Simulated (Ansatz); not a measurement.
A 3-atom cell of PbI2 started from a crystallographic database, relaxed with r2SCAN+rVV10, was run in Ansatz 0.2.0 under altered settings. All numbers are computed, without spin polarisation but where a row says otherwise.

```
CELL_PARAMETERS angstrom
4.56573 0.00000 0.00000
-2.28286 3.95403 0.00000
0.00000 0.00000 7.04108
ATOMIC_POSITIONS crystal
Pb 0.00000 0.00000 0.00000
I 0.33333 0.66667 0.26678
I 0.66667 0.33333 0.73322
```

The base run's other keys:
```yaml
kpoints:
  mp_grid: { grid: [6, 6, 2] }
hamiltonian:
  xc: hse06
scf:
  occupations: { method: fixed }
  n_extra_bands: 4
```

It takes 17 iterations with 2489 plane waves at 420 eV and 14 k points, and leaves a mean stress of +0.72 GPa. The gap over this mesh is 2.931 eV. It ran on 4 threads of Arm Neoverse N1, on a shared host.

Outcomes, with energy and stress as changes against the base:
```csv
setting,outcome,ΔF (meV/atom),Δ mean stress (GPa),gap on the mesh (eV),iterations,wall time
"PBE hybrid, exx coeff 0.5, unscreened",converged,–,-0.5,4.993,20,66 s
"PBE hybrid, exx coeff 0.35, unscreened",converged,–,-0.2,4.130,18,62 s
"PBE hybrid, exx coeff 0.3, unscreened",converged,–,-0.1,3.848,18,59 s
"PBE hybrid, exx coeff 0.1, omega 0.3 1/Å",converged,–,+0.3,2.437,13,49 s
scf.mixing.preconditioner: none,converged,0.0,0.0,2.931,17,60 s
```
A dash marks a value that wasn't obtained or can't be compared. Stress is positive in compression. The base took 63 s. The base's mesh is coarse for a hybrid, so its own values aren't converged.

- PBE hybrid, exx coeff 0.5, unscreened. That is 50 % exact exchange, at all ranges, against HSE06's 25 % screened at 0.208 1/Å. The mean stress moves by -0.5 GPa and the gap on the mesh by +2.062 eV (to 4.993). Totals of different functionals aren't comparable.
- PBE hybrid, exx coeff 0.35, unscreened. That is 35 % exact exchange, at all ranges, against HSE06's 25 % screened at 0.208 1/Å. The mean stress moves by -0.2 GPa and the gap on the mesh by +1.199 eV (to 4.130). Totals of different functionals aren't comparable.
- PBE hybrid, exx coeff 0.3, unscreened. That is 30 % exact exchange, at all ranges, against HSE06's 25 % screened at 0.208 1/Å. The mean stress moves by -0.1 GPa and the gap on the mesh by +0.917 eV (to 3.848). Totals of different functionals aren't comparable.
- PBE hybrid, exx coeff 0.1, omega 0.3 1/Å. That is 10 % exact exchange, screened with ω = 0.3 1/Å, against HSE06's 25 % screened at 0.208 1/Å. The mean stress moves by +0.3 GPa and the gap on the mesh by -0.494 eV (to 2.437). Totals of different functionals aren't comparable.

Within 1 meV an atom, 0.1 GPa and 0.005 eV of the base stay: scf.mixing.preconditioner: none.

Spin-orbit coupling is left out; in compounds of Pb, Bi, Tl or Hg it can lower a gap by up to about 1 eV, split its edges or invert the bands.

The program warns that its thresholds are loose for a hybrid's stress.

The meshes of the hybrids are coarse, so their gaps aren't converged to the digits shown.
